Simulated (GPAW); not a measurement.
Crystal: Co.

```
CELL_PARAMETERS angstrom
2.47200 0.00000 0.00000
-1.23600 2.14081 0.00000
0.00000 0.00000 4.02114
ATOMIC_POSITIONS crystal
Co 0.66667 0.33333 0.75000
Co 0.33333 0.66667 0.25000
```

Base run:

* Program: GPAW 26.7.0
* Functional: r2SCAN
* Potentials or basis: GPAW PAW data sets (gpaw-data 1.2.1)
* Cutoff: 600 eV
* Basis: pw
* k mesh: 9 × 9 × 5
* Occupations: fermi-dirac, width 0.05 eV
* Spin: collinear spin, ferromagnetic start
* Starting moments: [2.0, 2.0] μB

Its results: pressure 0.8 GPa; net moment 3.52 μB per cell; site moments Co +1.90 μB.

**Question.** The run is repeated on the same cell with these changes: functional from r2SCAN to MS2; band points from 80 to 60. What comes out?

**Answer.** Pressure -4.1 GPa; net moment 3.42 μB per cell; site moments Co +1.81 μB.

Caveats: the PAW data sets were made with another functional, which shifts forces and pressure a little.

Not every run made on this cell is shown here.
